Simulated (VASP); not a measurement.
# ZnAu: convergence, relaxation of the cell

ZnAu, Pm-3m (no. 221), 2 atoms in the cell. RPBE; PAW potentials Au, Zn (PBE set). VASP 6.6.1. The cell is changed on purpose: volume scaled by 1.03.

Wanted: cell volume within 0.2 %; lattice lengths within 0.1 %; shortest distances from each atom, periodic images included within 0.005 Å.

What the run is for: cell; Accuracy asked: standard.

The series start from Plane-wave cutoff (eV): 410; Smearing width (eV): 0.07; k-point mesh: 9 × 9 × 9; Relaxation passes: 2; Ionic threshold (EDIFFG): -0.005; Electronic threshold (eV): 1e-6; Precision mode (PREC): Accurate; Relaxation algorithm: IBRION=2 POTIM=0.5. Each series keeps the choices made before it, and each single choice may use up half of a tolerance. Times cover all steps of a run.

## Plane-wave cutoff (eV)

| Plane-wave cutoff (eV) | Cell volume (Å³) | Lattice lengths, largest deviation against the largest value | Shortest distances from each atom, periodic images included, largest deviation (Å) | Time (s) |
|---|---|---|---|---|
| 280 | 33.31 | 0.25 % | 0.0069 | 24 |
| 320 | 33.37 | 0.18 % | 0.0050 | 25 |
| 360 | 33.36 | 0.19 % | 0.0053 | 23 |
| 410 | 33.45 | 0.11 % | 0.0030 | 32 |
| 480 | 33.53 | 0.027 % | 0.0008 | 22 |
| 580 | 33.54 | 0.014 % | 0.0004 | 44 |
| 720 (reference) | 33.55 | 0 % | 0.0000 | 39 |

Chosen: 480, the loosest value from which every tighter one stays within half of the tolerance.

## Smearing width (eV)

| Smearing width (eV) | Cell volume (Å³) | Lattice lengths, largest deviation against the largest value | Shortest distances from each atom, periodic images included, largest deviation (Å) | Time (s) |
|---|---|---|---|---|
| 0.3 | 33.53 | 0.00062 % | 0.0000 | 26 |
| 0.2 | 33.53 | 0.0019 % | 0.0001 | 28 |
| 0.15 | 33.53 | 0.0019 % | 0.0001 | 25 |
| 0.1 | 33.53 | 0.0022 % | 0.0001 | 30 |
| 0.07 | 33.53 | 0.0019 % | 0.0001 | 22 |
| 0.04 (reference) | 33.52 | 0 % | 0.0000 | 28 |

Chosen: 0.3.

## k-point mesh

| k-point mesh | Cell volume (Å³) | Lattice lengths, largest deviation against the largest value | Shortest distances from each atom, periodic images included, largest deviation (Å) | Time (s) |
|---|---|---|---|---|
| 4 × 4 × 4 | 33.43 | 0.0012 % | 0.0000 | 24 |
| 5 × 5 × 5 | 33.57 | 0.14 % | 0.0039 | 18 |
| 6 × 6 × 6 | 33.5 | 0.062 % | 0.0017 | 29 |
| 8 × 8 × 8 | 33.47 | 0.034 % | 0.0009 | 29 |
| 9 × 9 × 9 | 33.53 | 0.089 % | 0.0025 | 26 |
| 11 × 11 × 11 (reference) | 33.44 | 0 % | 0.0000 | 33 |

Chosen: 11 × 11 × 11; the next looser run is off by more than half of the tolerance, so convergence isn't shown beyond this value.

## Relaxation passes

| Relaxation passes | Cell volume (Å³) | Lattice lengths, largest deviation against the largest value | Shortest distances from each atom, periodic images included, largest deviation (Å) | Time (s) |
|---|---|---|---|---|
| 1 | 33.44 | 0 % | 0.0000 | 28 |
| 2 | 33.44 | 0 % | 0.0000 | 33 |
| 3 (reference) | 33.44 | 0 % | 0.0000 | 42 |

Chosen: 1.

## Ionic threshold (EDIFFG)

| Ionic threshold (EDIFFG) | Cell volume (Å³) | Lattice lengths, largest deviation against the largest value | Shortest distances from each atom, periodic images included, largest deviation (Å) | Time (s) |
|---|---|---|---|---|
| -0.05 | 33.45 | 0.011 % | 0.0003 | 21 |
| -0.02 | 33.45 | 0.011 % | 0.0003 | 24 |
| -0.01 | 33.44 | 0 % | 0.0000 | 25 |
| -0.005 | 33.44 | 0 % | 0.0000 | 28 |
| -0.002 (reference) | 33.44 | 0 % | 0.0000 | 27 |

Chosen: -0.05.

## Electronic threshold (eV)

| Electronic threshold (eV) | Cell volume (Å³) | Lattice lengths, largest deviation against the largest value | Shortest distances from each atom, periodic images included, largest deviation (Å) | Time (s) |
|---|---|---|---|---|
| 0.0001 | 33.48 | 0.033 % | 0.0009 | 17 |
| 1e-5 | 33.45 | 0.0031 % | 0.0001 | 18 |
| 1e-6 | 33.45 | 0.00062 % | 0.0000 | 21 |
| 1e-7 (reference) | 33.45 | 0 % | 0.0000 | 22 |

Chosen: 0.0001.

## Precision mode (PREC)

| Precision mode (PREC) | Cell volume (Å³) | Lattice lengths, largest deviation against the largest value | Shortest distances from each atom, periodic images included, largest deviation (Å) | Time (s) |
|---|---|---|---|---|
| Normal | 33.49 | 0.0071 % | 0.0002 | 17 |
| Accurate (reference) | 33.48 | 0 % | 0.0000 | 17 |

Chosen: Normal.

## Relaxation algorithm

| Relaxation algorithm | Cell volume (Å³) | Lattice lengths, largest deviation against the largest value | Shortest distances from each atom, periodic images included, largest deviation (Å) | Time (s) |
|---|---|---|---|---|
| IBRION=2 POTIM=0.5 | 33.49 | 0 % | 0.0000 | 17 |
| IBRION=2 POTIM=0.2 | 33.5 | 0.014 % | 0.0004 | 23 |
| IBRION=1 POTIM=0.5 | 33.32 | 0.17 % | 0.0047 | 17 |
| IBRION=1 POTIM=0.2 | 33.53 | 0.047 % | 0.0013 | 17 |

Chosen: IBRION=2 POTIM=0.5; no other choice that stays within half of the tolerance saves 30 % of the time.

## All choices together

| Input | Cell volume (Å³) | Lattice lengths, largest deviation against the largest value | Shortest distances from each atom, periodic images included, largest deviation (Å) | Time (s) |
|---|---|---|---|---|
| the program's defaults (naive) | 33.03 | 0.43 % | 0.0121 | 4.7 |
| chosen settings | 33.49 | 0.018 % | 0.0005 | 17 |
| reference settings throughout | 33.47 | 0 % | 0.0000 | 168 |

The chosen settings stay within the tolerance of the reference run, but the reference itself isn't shown to be converged in: k-point mesh.

Values of the reference run: Lattice lengths: 3.223, 3.223, 3.223 Å; Shortest distances from each atom, periodic images included: 2.791, 2.791, 2.791, 2.791, 2.791, 2.791, 2.791, 2.791 Å.

## The input

INCAR.step1:
```
SYSTEM = ZnAu
ALGO = Normal
EDIFF = 1E-4
EDIFFG = -0.05
ENCUT = 480
GGA = RP
GGA_COMPAT = .False.
IBRION = 2
ISIF = 3
ISMEAR = 0
KPAR = 2
LASPH = .True.
LCHARG = .False.
LREAL = .False.
LWAVE = .False.
NELM = 120
NELMIN = 4
NSW = 80
POTIM = 0.5
PREC = Normal
SIGMA = 0.3
```

INCAR.step2, as INCAR.step1 but for:
```
- EDIFFG = -0.05
- IBRION = 2
- ISIF = 3
- NELMIN = 4
- NSW = 80
- POTIM = 0.5
+ ISIF = 2
```

KPOINTS:
```
Automatic mesh
0
Gamma
  11 11 11
  0 0 0
```

POSCAR.step1:
```
ZnAu
1.0
    3.1781604424      0.0000000000      0.0000000000
    0.0000000000      3.1781604424      0.0000000000
    0.0000000000      0.0000000000      3.1781604424
Au Zn
1 1
Direct
    0.0000000000      0.0000000000      0.0000000000
    0.5000000000      0.5000000000      0.5000000000
```

Commands (each step's output is kept before the next begins):
```
cat potpaw_PBE.64/Au/POTCAR potpaw_PBE.64/Zn/POTCAR > POTCAR
cp INCAR.step1 INCAR
cp POSCAR.step1 POSCAR
mpirun -np 2 vasp_std > vasp.out
cp CONTCAR POSCAR
cp INCAR.step2 INCAR
mpirun -np 2 vasp_std > vasp.out
```

The chosen input took VASP 6.6.1 17 s on 2 cores (Intel Xeon Platinum 8488C (Sapphire Rapids)), a shared host.

## An input that fails: cell relaxed at a low cutoff

It runs to its end, but against the unchanged starting input it is off by 26 % in the cell volume, 9.4 % in the lattice lengths, 0.2631 Å in the shortest distances from each atom, periodic images included.

Changes against the starting input:
```
(all steps)
- PREC = Accurate
- NELM = 120
- ENCUT = 410
+ PREC = Low
+ NELM = 53
+ ENCUT = 190
```
